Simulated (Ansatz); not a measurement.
# The bulk modulus of AlP from a series of volumes

Reference cell: a COD entry, whose atoms a relaxation with PBE at fixed cell left in place.

```xyz
2
Lattice="0.0000 2.7100 2.7100 2.7100 0.0000 2.7100 2.7100 2.7100 0.0000" Properties=species:S:1:pos:R:3 pbc="T T T"
Al    0.0000    0.0000    0.0000
P     1.3550    1.3550    1.3550
```

Sites (sets of like atoms) are named by element and the number of their first atom in this list.

All values are calculated (Ansatz; DFT, PBE, plane waves and PAW, scalar-relativistic, 420 eV cutoff, Γ-centred 14×14×14 k-points, Fermi–Dirac smearing 0.02 eV), not measured.

The cell is scaled uniformly, and the ions relax again at each size.

| V/V₀ | pressure (GPa) | gap on the k-mesh (eV) |
| --- | --- | --- |
| 0.94 | 11.4 | 1.40 |
| 0.96 | 8.8 | 1.45 |
| 0.98 | 6.5 | 1.49 |
| 1.00 | 4.4 | 1.54 |
| 1.02 | 2.5 | 1.58 |
| 1.04 | ? | ? |
| 1.06 | -0.8 | 1.65 |

**Question.** Estimate the row at V/V₀ = 1.04, the equilibrium volume and the bulk modulus.

**Answer.** pressure (GPa): 0.8; gap on the k-mesh (eV): 1.62. Worked: a parabola in ln(V/V₀) through the other 6 rows gives 0.7 GPa there. It crosses zero pressure at V/V₀ = 1.049, the equilibrium volume of this functional, where the bulk modulus is B = −dP/d ln V = 82 GPa. The gap rises as the cell grows, by 0.021 eV per per cent of volume.

PBE gaps are too small, by a third to a half in many semiconductors; their changes with volume are better.
